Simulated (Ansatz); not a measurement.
Born–Oppenheimer molecular dynamics of a periodic cell of 16 atoms, WC (start crystal WC, start structure P-6m2, volume 1.15 times the crystal's). It goes on from the last frame of an earlier run, with new velocities.

These are results of Ansatz, DFT PBE, scalar-relativistic, plane waves, PAW, not measurements. Settings: accuracy low, PAW set soft_1, cutoff 420 eV, k mesh 2x2x2, fermi-dirac smearing 0.36 eV, no spin polarisation.

```json
{
  "ensemble": "NPT, Langevin",
  "time step": "0.75 fs",
  "steps asked": "180",
  "set temperature": "2940 K",
  "friction": "0.02 /fs",
  "pressure": "10 GPa",
  "seed": "525053"
}
```

Frames 7.5 fs apart, positions in Å, forces in eV/Å.

Velocities at 37.5 fs (Å/ps):

```
W 2.88 3.89 0.01
C 4.42 -3.93 -6.29
W -2.53 1.56 -0.46
C 19.77 1.12 -28.30
W -7.01 4.71 -0.47
C 9.86 -26.77 -5.91
W 1.89 3.69 -2.18
C -16.28 -11.75 15.69
W -0.53 0.42 0.92
C 7.12 9.14 -5.08
W 1.40 -0.04 2.82
C -1.92 -20.79 -13.73
W 3.84 -7.28 0.12
C 31.50 -27.70 16.16
W -0.22 -0.10 -7.85
C 11.14 -9.30 0.28
```

```xyz
16
Lattice="-2.9516 -5.1124 0.0000 4.4735 -2.5828 0.0000 0.0000 0.0000 5.9872" Properties=species:S:1:pos:R:3:forces:R:3 time_fs=37.5 energy_less_start_eV=-3.686 T=2969
W 0.139 -5.117 0.174 -6.08 -0.74 1.88
C 1.456 -4.494 1.717 -0.77 1.48 0.06
W -0.018 -5.333 3.289 0.84 1.65 -1.91
C 1.438 -4.676 4.826 -0.18 3.33 -4.71
W -1.634 -2.687 0.097 1.76 0.27 1.29
C 0.156 -1.406 1.563 -1.01 -3.07 1.16
W -1.516 -2.505 3.067 -0.16 -1.88 -0.28
C -0.265 -1.757 4.395 3.37 0.73 2.93
W 0.950 -2.409 0.059 6.37 -1.84 -1.44
C 2.994 -1.826 1.555 -1.95 1.32 2.96
W 1.635 -2.764 3.038 -2.64 2.58 0.43
C 2.768 -1.891 4.702 0.11 0.82 -0.45
W -0.271 0.091 0.210 2.69 -0.82 -3.33
C -1.536 -4.137 1.695 1.14 -1.39 -0.89
W 0.197 -0.019 3.070 -4.41 0.60 1.12
C -1.584 -4.069 4.473 0.94 -3.04 1.16
16
Lattice="-2.9415 -5.0948 0.0000 4.4770 -2.5848 0.0000 0.0000 0.0000 5.9613" Properties=species:S:1:pos:R:3:forces:R:3 time_fs=45 energy_less_start_eV=-4.551 T=3141
W 0.156 -5.079 0.170 -4.32 -0.86 -0.16
C 1.487 -4.521 1.632 -0.05 1.88 0.61
W -0.026 -5.310 3.266 1.86 0.86 -2.39
C 1.530 -4.621 4.524 -2.04 2.48 -0.38
W -1.671 -2.642 0.081 1.91 -0.72 0.65
C 0.141 -1.547 1.543 -2.11 -0.34 2.79
W -1.518 -2.468 3.038 1.70 -3.83 -0.15
C -0.362 -1.803 4.569 3.30 1.75 1.19
W 0.988 -2.398 0.087 6.87 -3.10 -2.50
C 3.025 -1.757 1.522 -1.60 0.42 2.77
W 1.664 -2.763 3.052 -2.99 2.23 -0.10
C 2.788 -1.997 4.625 0.42 1.59 0.23
W -0.251 0.057 0.208 2.24 -0.84 -3.96
C -1.219 -4.322 1.788 -1.62 0.95 -1.32
W 0.198 -0.010 3.024 -4.32 -0.62 1.32
C -1.556 -4.146 4.450 0.73 -1.84 1.39
16
Lattice="-2.9329 -5.0799 0.0000 4.5022 -2.5993 0.0000 0.0000 0.0000 5.9210" Properties=species:S:1:pos:R:3:forces:R:3 time_fs=52.5 energy_less_start_eV=-3.976 T=2400
W 0.166 -5.061 0.153 -3.91 -1.23 -0.45
C 1.532 -4.518 1.552 0.37 1.92 1.04
W -0.031 -5.301 3.244 3.59 -0.24 -1.62
C 1.594 -4.455 4.181 -2.93 1.00 5.55
W -1.687 -2.607 0.079 1.92 -1.52 0.24
C 0.054 -1.661 1.611 -1.36 0.63 1.71
W -1.526 -2.446 3.017 4.62 -4.99 -0.75
C -0.283 -1.777 4.826 0.17 2.33 -3.62
W 1.052 -2.383 0.118 7.49 -3.85 0.06
C 3.026 -1.728 1.593 -0.22 -0.70 0.80
W 1.679 -2.768 3.053 -2.99 3.57 -1.38
C 2.848 -1.983 4.584 0.31 1.31 0.85
W -0.218 0.023 0.199 1.15 0.10 -2.45
C -1.039 -4.425 1.848 -4.55 2.66 -2.91
W 0.179 0.003 3.001 -3.87 -0.79 1.37
C -1.514 -4.244 4.460 0.22 -0.19 1.56
16
Lattice="-2.9152 -5.0493 0.0000 4.5588 -2.6320 0.0000 0.0000 0.0000 5.8736" Properties=species:S:1:pos:R:3:forces:R:3 time_fs=60 energy_less_start_eV=-3.651 T=3126
W 0.189 -5.045 0.121 -3.25 -1.45 0.68
C 1.653 -4.386 1.504 -0.88 0.87 0.47
W -0.004 -5.301 3.223 2.87 1.82 -2.64
C 1.587 -4.192 4.030 -1.72 -7.14 9.17
W -1.694 -2.588 0.082 3.45 -0.55 0.09
C -0.074 -1.661 1.729 0.97 -0.07 -1.29
W -1.521 -2.432 2.994 2.59 -4.28 0.57
C -0.129 -1.642 4.891 -2.96 0.58 -5.46
W 1.137 -2.382 0.153 6.84 -4.10 2.25
C 2.967 -1.757 1.667 1.45 -0.36 -1.27
W 1.707 -2.760 3.046 -3.59 9.25 -4.98
C 2.891 -1.888 4.573 0.46 0.79 1.32
W -0.200 -0.017 0.174 0.85 2.33 0.21
C -1.120 -4.456 1.746 -3.32 2.13 -1.69
W 0.161 0.026 2.983 -3.35 -0.61 2.02
C -1.450 -4.313 4.538 -0.41 0.80 0.56
16
Lattice="-2.8983 -5.0200 0.0000 4.6163 -2.6652 0.0000 0.0000 0.0000 5.8253" Properties=species:S:1:pos:R:3:forces:R:3 time_fs=67.5 energy_less_start_eV=-5.990 T=3970
W 0.198 -5.016 0.099 -2.76 -1.18 1.98
C 1.699 -4.165 1.441 -0.82 -1.33 0.76
W 0.045 -5.297 3.201 0.33 3.06 -3.85
C 1.462 -4.204 4.224 1.03 -2.94 4.65
W -1.689 -2.578 0.090 3.37 0.61 0.12
C -0.082 -1.679 1.781 1.23 0.02 -2.20
W -1.518 -2.420 2.976 0.08 -1.94 1.80
C -0.087 -1.535 4.758 -1.75 -2.79 -3.97
W 1.228 -2.371 0.203 4.76 -3.08 -0.12
C 2.927 -1.789 1.690 2.31 0.62 -1.74
W 1.730 -2.746 3.014 -3.88 4.12 -0.52
C 3.011 -1.744 4.659 -0.58 -0.90 -0.48
W -0.178 -0.051 0.138 0.21 3.92 2.29
C -1.435 -4.434 1.533 0.86 2.09 -0.29
W 0.149 0.085 2.979 -3.61 -1.87 2.45
C -1.407 -4.379 4.598 -0.77 1.59 -0.86
16
Lattice="-2.8802 -4.9887 0.0000 4.6656 -2.6937 0.0000 0.0000 0.0000 5.7812" Properties=species:S:1:pos:R:3:forces:R:3 time_fs=75 energy_less_start_eV=-5.415 T=3112
W 0.205 -4.994 0.058 -5.54 -1.55 7.11
C 1.655 -4.032 1.391 -0.03 -3.60 1.65
W 0.096 -5.268 3.188 -0.22 2.65 -3.97
C 1.390 -4.349 4.570 4.92 2.75 -3.92
W -1.663 -2.574 0.099 2.35 1.45 0.21
C 0.001 -1.686 1.756 -0.45 -0.20 -1.53
W -1.535 -2.415 2.959 0.67 -0.31 1.27
C -0.125 -1.550 4.529 -0.23 -2.56 -1.18
W 1.303 -2.362 0.247 3.33 -2.23 -2.70
C 3.003 -1.823 1.601 0.99 1.08 0.31
W 1.743 -2.748 2.988 -3.09 1.83 2.46
C 3.065 -1.666 4.708 -0.90 -2.92 -2.25
W -0.187 -0.084 0.103 -1.01 2.83 1.07
C -1.696 -4.313 1.398 3.69 2.48 0.92
W 0.104 0.138 2.963 -3.56 -3.04 2.33
C -1.400 -4.328 4.582 -0.92 1.33 -1.77
16
Lattice="-2.8601 -4.9539 0.0000 4.7099 -2.7193 0.0000 0.0000 0.0000 5.7412" Properties=species:S:1:pos:R:3:forces:R:3 time_fs=82.5 energy_less_start_eV=-5.883 T=3711
W 0.195 -4.970 0.039 -5.25 -2.17 6.50
C 1.566 -4.053 1.491 0.11 -3.62 0.51
W 0.141 -5.224 3.149 0.25 3.35 -4.01
C 1.542 -4.321 4.715 3.58 2.62 -5.71
W -1.625 -2.573 0.112 1.79 3.49 -0.72
C 0.036 -1.648 1.625 -1.77 -0.22 0.14
W -1.544 -2.405 2.963 0.41 -0.37 -0.29
C -0.184 -1.686 4.301 1.85 0.11 1.79
W 1.370 -2.357 0.285 3.13 -2.88 -4.05
C 3.178 -1.803 1.513 -1.42 0.63 0.98
W 1.744 -2.754 2.978 -2.38 3.01 3.05
C 3.090 -1.723 4.523 -0.24 -2.24 -0.28
W -0.211 -0.114 0.085 0.15 2.52 -0.45
C -1.743 -4.083 1.344 2.59 -0.77 2.64
W 0.034 0.164 2.944 -2.62 -3.49 0.95
C -1.440 -4.196 4.469 -0.19 0.05 -1.04
16
Lattice="-2.8482 -4.9333 0.0000 4.7322 -2.7321 0.0000 0.0000 0.0000 5.7028" Properties=species:S:1:pos:R:3:forces:R:3 time_fs=90 energy_less_start_eV=-5.879 T=3043
W 0.145 -4.939 0.048 -0.63 -0.91 2.66
C 1.529 -4.157 1.604 0.21 -2.04 -1.45
W 0.167 -5.185 3.091 0.08 3.63 -3.15
C 1.722 -4.220 4.575 -0.92 -0.30 -2.00
W -1.581 -2.561 0.111 0.62 5.21 -2.63
C 0.011 -1.617 1.475 -1.87 -0.29 1.56
W -1.563 -2.390 2.960 -1.62 -0.66 -2.40
C -0.215 -1.831 4.150 4.72 2.54 3.95
W 1.431 -2.358 0.298 2.74 -3.31 -4.00
C 3.316 -1.720 1.503 -2.98 -0.36 -0.14
W 1.725 -2.738 2.967 -2.59 3.52 2.35
C 3.129 -1.865 4.267 0.13 -0.33 2.48
W -0.255 -0.128 0.061 1.99 3.68 -0.66
C -1.681 -3.911 1.371 1.06 -4.84 3.34
W -0.029 0.177 2.927 -1.30 -4.15 -0.48
C -1.481 -4.082 4.332 0.36 -1.39 0.58
16
Lattice="-2.8354 -4.9111 0.0000 4.7237 -2.7272 0.0000 0.0000 0.0000 5.6938" Properties=species:S:1:pos:R:3:forces:R:3 time_fs=97.5 energy_less_start_eV=-6.256 T=2564
W 0.104 -4.890 0.091 0.46 -1.19 1.00
C 1.524 -4.269 1.668 0.92 -0.19 -2.58
W 0.186 -5.138 3.047 -0.88 2.77 -1.40
C 1.837 -4.103 4.386 -2.16 -2.87 1.76
W -1.537 -2.542 0.112 -0.69 3.03 -1.73
C -0.041 -1.651 1.403 -1.12 -0.06 1.79
W -1.566 -2.403 2.974 -0.61 -0.78 -2.50
C -0.120 -1.830 4.121 3.13 2.22 3.46
W 1.489 -2.380 0.302 1.66 -2.78 -3.92
C 3.334 -1.710 1.541 -3.66 -0.48 -1.57
W 1.676 -2.719 2.957 -2.85 4.05 0.24
C 3.110 -1.974 4.127 0.21 1.61 4.36
W -0.274 -0.118 0.044 2.71 3.32 -0.35
C -1.625 -3.983 1.437 1.25 -2.50 0.80
W -0.099 0.164 2.917 0.99 -5.05 -0.56
C -1.500 -4.080 4.305 0.64 -1.11 1.20
16
Lattice="-2.8278 -4.8979 0.0000 4.6978 -2.7123 0.0000 0.0000 0.0000 5.7041" Properties=species:S:1:pos:R:3:forces:R:3 time_fs=105 energy_less_start_eV=-8.130 T=2749
W 0.068 -4.836 0.119 1.16 -2.84 -0.01
C 1.506 -4.317 1.677 1.91 0.92 -2.56
W 0.201 -5.086 3.025 -2.37 1.12 0.03
C 1.844 -4.107 4.387 -2.24 -2.40 1.58
W -1.509 -2.533 0.105 -1.36 1.69 -1.02
C -0.109 -1.710 1.435 0.07 0.61 1.27
W -1.573 -2.411 2.991 1.24 -1.20 -1.44
C 0.010 -1.756 4.224 -0.04 0.77 1.59
W 1.528 -2.392 0.289 0.26 -2.45 -3.94
C 3.215 -1.713 1.545 -2.71 -0.73 -1.04
W 1.613 -2.705 2.955 -1.44 4.38 0.84
C 3.059 -1.933 4.246 -0.13 1.72 2.28
W -0.269 -0.099 0.021 3.05 2.06 0.91
C -1.508 -4.162 1.367 -0.35 0.02 1.78
W -0.172 0.139 2.922 2.26 -4.05 -0.42
C -1.508 -4.151 4.351 0.68 0.37 0.15
16
Lattice="-2.8142 -4.8743 0.0000 4.6592 -2.6900 0.0000 0.0000 0.0000 5.7151" Properties=species:S:1:pos:R:3:forces:R:3 time_fs=112.5 energy_less_start_eV=-8.580 T=2455
W 0.045 -4.777 0.112 3.03 -4.79 -0.94
C 1.534 -4.239 1.595 1.38 0.04 -1.05
W 0.206 -5.019 3.003 -2.64 -0.62 -0.25
C 1.786 -4.240 4.441 -1.95 0.62 -0.27
W -1.505 -2.517 0.093 -0.93 0.61 -0.03
C -0.163 -1.750 1.489 0.91 1.29 0.96
W -1.577 -2.422 3.028 1.93 -1.16 -1.70
C 0.109 -1.696 4.335 -1.78 -0.23 0.07
W 1.569 -2.391 0.250 -2.46 -3.21 -3.92
C 3.010 -1.762 1.479 0.56 0.44 1.92
W 1.546 -2.679 2.945 -0.11 3.98 2.39
C 3.002 -1.786 4.486 0.07 0.56 -1.62
W -0.259 -0.076 -0.001 3.40 1.00 2.10
C -1.371 -4.264 1.357 -3.30 1.74 3.07
W -0.225 0.097 2.922 2.43 -2.69 -0.22
C -1.425 -4.282 4.356 -0.54 2.43 -0.50
16
Lattice="-2.8124 -4.8712 0.0000 4.6075 -2.6602 0.0000 0.0000 0.0000 5.7273" Properties=species:S:1:pos:R:3:forces:R:3 time_fs=120 energy_less_start_eV=-7.592 T=1988
W 0.014 -4.751 0.098 3.48 -4.63 -0.46
C 1.563 -4.140 1.468 0.45 -1.15 0.84
W 0.184 -4.977 2.990 -2.64 -1.28 -0.51
C 1.674 -4.380 4.436 -0.67 2.59 -0.51
W -1.499 -2.502 0.094 -0.68 0.51 0.75
C -0.135 -1.761 1.592 0.44 1.34 -0.11
W -1.565 -2.450 3.062 1.74 -1.28 -2.16
C 0.136 -1.678 4.419 -2.50 -0.42 -0.60
W 1.573 -2.372 0.210 -4.17 -3.85 -3.35
C 2.819 -1.751 1.536 3.36 1.31 2.52
W 1.490 -2.649 2.942 -0.07 3.29 2.50
C 2.980 -1.636 4.636 0.13 -1.01 -3.58
W -0.246 -0.041 0.000 3.13 0.00 2.84
C -1.317 -4.330 1.432 -4.54 3.00 2.93
W -0.260 0.047 2.925 2.95 -1.72 0.00
C -1.464 -4.348 4.393 -0.39 3.32 -1.11
```

Of the whole run (135 fs, mean temperature of the second half 2959 K): The conserved energy stayed within 0.39 meV per atom of its start (net change 0.22 meV per atom), so the integration is sound. The start is strongly strained: it lies 0.6 eV per atom above the lowest frames. A run of 0.14 ps of so small a system gives no equilibrium averages. Limits of this set-up: coarse k mesh, low accuracy level. The cell's volume went from 190 to 170 Å³.

Time of the run: 21 min on 1 thread of Arm Neoverse V1, with other jobs on the host, peak memory 0.54 GiB.
